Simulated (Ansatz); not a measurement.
Input for Ansatz (plane-wave DFT, PAW):

```yaml
crystal:
  lattice:
    - [4.2144048004, 0.0, 0.0]
    - [0.0, 4.2144048004, 0.0]
    - [0.0, 0.0, 11.920136852]
  atoms:
    - { symbol: In, position: [0.0, 0.0, 0.0] }
    - { symbol: In, position: [0.5, 0.5, 0.25] }
    - { symbol: P, position: [0.0, 0.5, 0.125] }
    - { symbol: P, position: [0.5, 0.0, 0.375] }
    - { symbol: P, position: [0.0, 0.0, 0.5] }
    - { symbol: P, position: [0.5, 0.5, 0.75] }
    - { symbol: In, position: [0.0, 0.5, 0.625] }
    - { symbol: In, position: [0.5, 0.0, 0.875] }
basis:
  ecutwfc: 420
kpoints:
  mp_grid: { grid: [6, 6, 3] }
hamiltonian:
  xc: pbe
scf:
  occupations: { method: gaussian, width: 0.05 }
output:
  forces: true
  stress: true
  eigenvalues: true
  populations: true
relax:
  adjacent_minimum: "off"
  f_tol: 0.02
  max_steps: 45
  cell: { fix: [a, b, alpha, beta, gamma], stress_tol: 0.1 }
```

Launched with
```bash
ansatz run input.yaml --threads 2 --pin off --max-ram 5120MiB --backend cpu --events-out ev --progress --plain --runs-dir out
```

The calculation used Ansatz, DFT PBE, scalar-relativistic, plane waves, PAW.

Abridged output (final results; tables in files aren't shown):

```
SCF 6 converged in 5 iterations: F = -25414.986830 eV  dr2 = 2.61e-10
SCF converged after 5 iterations
Free energy (F): -25414.986830 eV
Harris-Foulkes:  -25414.986830 eV  (|F-HF|=3.64e-12)
Internal energy: -25414.986829 eV  (E = F + TS)
E sigma→0 (E₀):  -25414.986829 eV
Entropy (-TS):    0.000000 eV ( 0.000 meV/atom)
Fermi energy:    7.213598 eV
--- Per-component energies (eV) ---
  E_band       = -249.405570
  E_kinetic    = 1247.306508
  E_local      = -5763.932825  (includes V_loc(G=0)·N_el)
  E_nonlocal   = 1603.197707
  E_hartree    = 2271.987512
  E_xc         = -1104.566846
  E_vxc        = -636.736609  (∫ρ·V_xc dr)
  E_paw        = -18896.718987  (= ΣΔE_a)
  E_vpaw       = -1243.215690  (= ΣTr[D̂ρ^β])
  E_aug_tail   = 0.000114  (compensation charges beyond the density's cutoff)
  E_ewald      = -4772.260011
  E_smearing   =  0.000000  (= −TS)
--- Forces (eV/Å), atoms counted from 1 ---
  atom   1  In     0.00000000     0.00000000     0.00124332
  atom   2  In     0.00000000     0.00000000     0.00128363
  atom   3  P      0.00000000     0.00000000     0.00116629
  atom   4  P      0.00000000     0.00000000    -0.00128450
  atom   5  P      0.00000000     0.00000000     0.00128450
  atom   6  P      0.00000000     0.00000000    -0.00116629
  atom   7  In     0.00000000     0.00000000    -0.00128363
  atom   8  In     0.00000000     0.00000000    -0.00124332
--- Stress (GPa, compression-positive) ---
        0.313416       0.000000       0.000000
        0.000000      -0.371508       0.000000
        0.000000       0.000000      -0.006721
  P = ⅓ Tr σ = -0.0216 GPa (-0.216 kbar)
--- Band table (eV; the first three rows and the last of 32) ---
  k-point 0: bands = ["-7.9489", "-7.8921", "-7.8677", "-7.8092", "-7.8050", "-7.7480", "-7.7399", "-7.7316", "-7.7259", "-7.6974", "-7.6775", "-7.6736", "-7.6686", "-7.6305", "-7.6304", "-7.5772", "-7.5645", "-7.5295", "-7.4665", "-7.3403", "-6.0739", "-4.0181", "-3.9521", "-1.2002", "0.2915", "1.8099", "2.7781", "3.2015", "3.5409", "5.0227", "5.0268", "5.0563", "5.0894", "5.1094", "6.5401", "7.0797", "7.3481", "7.8461", "8.9736", "9.0556", "9.0997", "9.2288", "9.4497", "9.7817"]
  k-point 1: bands = ["-7.9488", "-7.8912", "-7.8679", "-7.8170", "-7.7975", "-7.7438", "-7.7425", "-7.7329", "-7.7290", "-7.6943", "-7.6774", "-7.6747", "-7.6677", "-7.6318", "-7.6291", "-7.5775", "-7.5651", "-7.5295", "-7.4661", "-7.3403", "-6.0724", "-4.1500", "-3.7948", "-1.3300", "0.5876", "1.8102", "2.1025", "3.5493", "3.8944", "4.8317", "4.9015", "5.0171", "5.1614", "5.3579", "6.1518", "6.9918", "7.7676", "7.8631", "8.6238", "8.7465", "8.9960", "9.2657", "9.9775", "10.2479"]
  k-point 2: bands = ["-7.9479", "-7.8889", "-7.8580", "-7.8129", "-7.8011", "-7.7614", "-7.7415", "-7.7388", "-7.7313", "-7.7086", "-7.6798", "-7.6678", "-7.6652", "-7.6353", "-7.6344", "-7.6033", "-7.5330", "-7.5325", "-7.4648", "-7.3398", "-5.9288", "-3.8644", "-3.8223", "-1.0377", "0.2333", "1.8673", "2.2648", "2.5061", "3.4936", "4.0206", "4.9744", "5.1044", "5.1192", "5.6007", "5.7634", "6.0994", "8.2732", "8.8432", "9.0344", "9.0458", "9.3257", "9.6291", "9.8850", "10.3294"]
  k-point 31: bands = ["-7.8910", "-7.8910", "-7.8321", "-7.8321", "-7.7991", "-7.7991", "-7.7205", "-7.7205", "-7.6800", "-7.6800", "-7.6736", "-7.6736", "-7.6388", "-7.6388", "-7.6055", "-7.6055", "-7.5631", "-7.5631", "-7.4545", "-7.4545", "-3.7266", "-3.7266", "-2.6476", "-2.6476", "0.8025", "0.8025", "1.4830", "1.4830", "3.1834", "3.1834", "3.5045", "3.5045", "4.1080", "4.1080", "4.9858", "4.9858", "8.5950", "8.5950", "8.6268", "8.6268", "9.9623", "9.9623", "10.0512", "10.0512"]
--- Relaxed structure (5 steps of the walk, 5 accepted, 1 SCFs on fresh bases) ---
  F+E_penalty+E_count = -25414.98682952 eV   max|allowed force component| = 1.284e-3 eV/Å   (the final SCF, on the basis selected at the relaxed cell)
  cell:  # Å, volume = 213.4714 Å³
    - [4.2144048004, 0.0, 0.0]
    - [0.0, 4.2144048004, 0.0]
    - [0.0, 0.0, 12.01897115]
  atoms:
    - { symbol: In, position: [0.0, 0.0, 0.02219419] }
    - { symbol: In, position: [0.5, 0.5, 0.27216606] }
    - { symbol: P, position: [0.0, 0.5, 0.14774134] }
    - { symbol: P, position: [0.5, 0.0, 0.39893448] }
    - { symbol: P, position: [0.0, 0.0, 0.47606551] }
    - { symbol: P, position: [0.5, 0.5, 0.72725865] }
    - { symbol: In, position: [0.0, 0.5, 0.60283393] }
    - { symbol: In, position: [0.5, 0.0, 0.85280580] }
--- Löwdin populations: 8 sites ---
  site symbol q [e]
     0     In     12.8575
     1     In     12.7252
     2      P      5.2390
     3      P      5.0602
     4      P      5.0602
     5      P      5.2390
     6     In     12.7252
     7     In     12.8575
  spilling = 0.003278 (of n_electrons = 72.000000)
```

The relaxation met its thresholds.

It took 50 s on 2 threads of Intel(R) Xeon(R) Platinum 8488C (Sapphire Rapids), with other jobs on the host, peak memory 0.68 GiB.